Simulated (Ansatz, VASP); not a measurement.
**AlN in VASP and in Ansatz**

Contents of INCAR:

```
ALGO     = Normal         # electronic algorithm
EDIFF    = 1E-7           # SCF threshold, eV
ENCUT    = 520            # plane-wave cutoff, eV
ISIF     = 2              # what is computed and relaxed
ISMEAR   = 0              # smearing method
LASPH    = True           # aspherical terms in the spheres
LCHARG   = False          # write CHGCAR
LREAL    = False          # projectors in reciprocal space
LWAVE    = False          # write WAVECAR
NBANDS   = 16             # bands
NELM     = 100            # most SCF steps
PREC     = Accurate       # precision mode
SIGMA    = 0.05           # smearing width, eV
```

File KPOINTS:

```
k-points
0
Gamma
  9 9 6
```

Contents of POSCAR:

```
AlN
1.0
    3.1142507998      0.0000000000      0.0000000000
   -1.5571253999      2.6970203064      0.0000000000
    0.0000000000      0.0000000000      4.9846160402
Al N
2 2
Direct
    0.3333333333      0.6666666667      0.0015210182
    0.6666666667      0.3333333333      0.5015210182
    0.3333333333      0.6666666667      0.3834789818
    0.6666666667      0.3333333333      0.8834789818
```

Input for Ansatz:

```yaml
crystal:
  lattice:
    - [3.1142507998, 0.0, 0.0]
    - [-1.5571253999, 2.6970203064, 0.0]
    - [0.0, 0.0, 4.9846160402]
  atoms:
    - { symbol: Al, position: [0.3333333333, 0.6666666667, 0.0015210182] }
    - { symbol: Al, position: [0.6666666667, 0.3333333333, 0.5015210182] }
    - { symbol: "N", position: [0.3333333333, 0.6666666667, 0.3834789818] }
    - { symbol: "N", position: [0.6666666667, 0.3333333333, 0.8834789818] }
basis:
  ecutwfc: 520.0
kpoints:
  mp_grid: { grid: [9, 9, 6] }
hamiltonian:
  xc: lda
  pseudopotentials: { kind: paw, azcp: { folder: soft_1 } }
scf:
  occupations: { method: gaussian, width: 0.05 }
output:
  forces: true
  stress: true
  eigenvalues: true
  write_density: true
  write_potential: true
  elf: true
  volumetric_format: npy
```

Change from the starting cell: mode 4 frozen in at +0.000 Å, equal normal strain along x, y and z +0.0083.

Alike in both runs: task single point; functional LDA; k mesh 9 × 9 × 6; occupations gaussian, width 0.05 eV; no spin polarisation.

```csv
,VASP,Ansatz
version,VASP 6.6.1,Ansatz 0.2.0
potentials or method,"VASP PAW LDA potentials, release 64 (Al, N)","scalar-relativistic, plane waves, PAW"
plane-wave cutoff (eV),520,520
valence electrons in the cell,16,16
```

|  | VASP | Ansatz | Ansatz less VASP |
| --- | --- | --- | --- |
| gap on the k mesh at the Fermi level (eV) | 4.20 | 4.20 | -0.007 |
| least direct gap on the mesh (eV) | 4.20 | 4.20 | -0.007 |
| pressure (GPa) | -4.4 | -5.0 | -0.57 |
| largest component of the traceless stress (GPa) | 0.20 | 0.22 | +0.019 |
| rms of the force components (eV/Å) | 0.006 | 0.006 | +0.0001 |

Atom by atom the forces differ by 0.000 eV/Å (rms over components). Ansatz warned: «pseudo_functional_mismatch».

Caveats: an odd mesh through Γ misses points on the zone boundary, where band edges often lie.
